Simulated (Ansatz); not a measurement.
```
CELL_PARAMETERS angstrom
0.00000 2.03133 2.03133
2.03133 0.00000 2.03133
2.03133 2.03133 0.00000
ATOMIC_POSITIONS crystal
Mg 0.00000 0.00000 0.00000
O 0.50000 0.50000 0.50000
```

```json
{
 "orbitals": "PBE",
 "datasets": "hard PAW set made for 700 eV",
 "k mesh": "4×4×4",
 "empty bands": "44",
 "response cutoff": "200 eV",
 "wave cutoff": "700 eV",
 "frequencies": "contour deformation",
 "q → 0 term": "the completed-sum build's own treatment",
 "band sums": "completed"
}
```

Program: Ansatz. The Kohn-Sham gap (direct at Γ) is 5.86 eV and the electronic dielectric constant on this mesh 3.1.

Q: What G0W0 gap follows between the same band edges?

A: 8.97 eV, a change of +3.11 eV. The valence edge moves by -2.33 eV (Z = 0.80) and the conduction edge by +0.78 eV (Z = 0.85).

This ran on a trial build of the method. The cell is a model at fixed atoms and needn't be the relaxed known crystal. The mesh is coarse, so these are values at the stated settings, not converged ones. The response is still cut, so the gap isn't quite at its basis limit. The build that completes the sums treats q → 0 its own way, which shifts gaps on a coarse mesh by up to tenths of an eV.
